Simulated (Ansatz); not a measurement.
**Molecular dynamics of Sc**

Input file:

```yaml
accuracy: low
crystal:
  lattice:
    - [6.6176, 0.0, 0.0]
    - [-4.9632, 8.596515, 0.0]
    - [0.0, 0.0, 5.268]
  atoms:
    - { symbol: Sc, position: [0.09554558, 0.30210567, 0.33860086] }
    - { symbol: Sc, position: [0.5091511, 0.22705283, 0.54393464] }
    - { symbol: Sc, position: [0.33444351, 0.63910492, 0.3305381] }
    - { symbol: Sc, position: [0.38786731, 0.39070535, 0.94524365] }
    - { symbol: Sc, position: [0.1499853, 0.87541407, 0.34010602] }
    - { symbol: Sc, position: [0.29291963, 0.78098653, 0.85055017] }
    - { symbol: Sc, position: [0.51975628, 0.13483188, 0.12570511] }
    - { symbol: Sc, position: [0.75485191, 0.08035056, 0.66767895] }
    - { symbol: Sc, position: [0.73647265, 0.5309161, 0.32521433] }
    - { symbol: Sc, position: [0.93763412, 0.44078179, 0.85082756] }
    - { symbol: Sc, position: [0.74780043, 0.94292503, 0.18390583] }
    - { symbol: Sc, position: [0.74194576, 0.73059736, 0.73651032] }
    - { symbol: Sc, position: [0.13117814, 0.03408723, -0.10708593] }
basis:
  ecutwfc: 420.0
kpoints:
  mp_grid: { grid: [2, 1, 2] }
hamiltonian:
  xc: pbe
  dispersion: d3bj
scf:
  occupations: { method: fermi_dirac, width: 0.15 }
  lower_state_search: "off"
md:
  timestep: 2
  n_steps: 230
  ensemble: nvt_nose_hoover
  temperature: 2100.0
  initial_velocities: maxwell_boltzmann
  seed: 170335
  nose_hoover: { tau: 100.0, chain_length: 1 }
```

Run as:

```bash
$ ansatz run input.yaml --threads 1 --pin off --max-ram 3072MiB --backend cpu --events-out ev --progress --plain --runs-dir out
```

It goes on from the last frame of an earlier run, with new velocities.

Output, in part (step lines):

```
md step     0: t =     0.00 fs  T =  2100.0 K  F+E_penalty+E_count = -27766.58182421 eV  E_kin = 3.257352 eV  conserved = -27763.32447223 eV  (9 SCF iters)
md step     1: t =     2.00 fs  T =  2160.1 K  F+E_penalty+E_count = -27766.67539125 eV  E_kin = 3.350599 eV  conserved = -27763.32478248 eV  (7 SCF iters)
md step     2: t =     4.00 fs  T =  2208.7 K  F+E_penalty+E_count = -27766.75106247 eV  E_kin = 3.425921 eV  conserved = -27763.32504641 eV  (7 SCF iters)
md step     3: t =     6.00 fs  T =  2243.1 K  F+E_penalty+E_count = -27766.80493425 eV  E_kin = 3.479367 eV  conserved = -27763.32524387 eV  (7 SCF iters)
md step     4: t =     8.00 fs  T =  2261.6 K  F+E_penalty+E_count = -27766.83407966 eV  E_kin = 3.507977 eV  conserved = -27763.32536120 eV  (7 SCF iters)
md step     5: t =    10.00 fs  T =  2262.9 K  F+E_penalty+E_count = -27766.83675460 eV  E_kin = 3.509989 eV  conserved = -27763.32539046 eV  (4 SCF iters)
md step     6: t =    12.00 fs  T =  2246.7 K  F+E_penalty+E_count = -27766.81250546 eV  E_kin = 3.484953 eV  conserved = -27763.32533244 eV  (3 SCF iters)
md step     7: t =    14.00 fs  T =  2213.7 K  F+E_penalty+E_count = -27766.76217441 eV  E_kin = 3.433734 eV  conserved = -27763.32519453 eV  (3 SCF iters)
[... lines left out ...]
```

The steps, from the saved trajectory:

| time (fs) | T (K) | potential energy less start (eV) | conserved less start (meV/atom) |
| --- | --- | --- | --- |
| 0.0 | 2100 | 0.000 | 0.00 |
| 14.0 | 2214 | -0.180 | -0.06 |
| 28.0 | 1692 | 0.625 | 0.10 |
| 42.0 | 1343 | 1.179 | 0.17 |
| 56.0 | 1590 | 0.836 | 0.11 |
| 70.0 | 2054 | 0.194 | 0.03 |
| 84.0 | 2237 | 0.008 | 0.04 |
| 98.0 | 2090 | 0.329 | 0.09 |
| 112.0 | 1879 | 0.739 | 0.12 |
| 126.0 | 1813 | 0.930 | 0.13 |
| 140.0 | 1884 | 0.924 | 0.11 |
| 154.0 | 2014 | 0.844 | 0.12 |
| 168.0 | 2181 | 0.720 | 0.09 |
| 182.0 | 2204 | 0.823 | 0.05 |
| 196.0 | 1986 | 1.289 | 0.12 |
| 210.0 | 1888 | 1.562 | 0.15 |
| 224.0 | 2079 | 1.401 | 0.14 |
| 238.0 | 2497 | 0.908 | 0.13 |
| 252.0 | 2986 | 0.306 | 0.07 |
| 266.0 | 3092 | 0.242 | 0.06 |
| 280.0 | 2684 | 0.890 | 0.14 |
| 294.0 | 2219 | 1.583 | 0.15 |
| 308.0 | 1808 | 2.190 | 0.12 |
| 322.0 | 1399 | 2.813 | 0.20 |
| 336.0 | 1426 | 2.789 | 0.23 |
| 350.0 | 2003 | 1.945 | 0.13 |
| 364.0 | 2528 | 1.205 | 0.06 |
| 378.0 | 2519 | 1.278 | 0.12 |
| 392.0 | 2276 | 1.683 | 0.22 |
| 406.0 | 2310 | 1.640 | 0.19 |
| 420.0 | 2530 | 1.293 | 0.14 |
| 434.0 | 2678 | 1.029 | 0.16 |
| 448.0 | 2806 | 0.745 | 0.13 |

All steps were run. The conserved energy stayed within 0.23 meV per atom of its start (net change 0.029 meV per atom), so the integration is sound. The mean temperature of the second half is 13 % above the set value. A run of 0.46 ps of so small a system gives no equilibrium averages. Limits of this set-up: coarse k mesh, low accuracy level.

Mean squared displacements from the first frame to the last, about the centre of mass: Sc 1.52 Å².

Last frame:

```xyz
13
Lattice="6.6176 0.0000 0.0000 -4.9632 8.5965 0.0000 0.0000 0.0000 5.2680" Properties=species:S:1:pos:R:3
Sc -1.435 2.396 1.865
Sc 1.495 2.262 2.356
Sc 0.190 5.118 3.000
Sc 0.781 3.696 4.875
Sc -3.456 8.038 1.084
Sc -1.260 5.653 6.132
Sc 3.624 1.154 -0.232
Sc 3.085 -1.101 3.220
Sc 2.447 5.164 1.345
Sc 3.979 4.107 3.680
Sc 0.400 8.011 1.675
Sc 1.524 6.992 3.885
Sc 0.254 1.036 -0.581
```

The run took 17 min on 1 thread of Arm Neoverse V2 (shared host), peak memory 0.6 GiB.
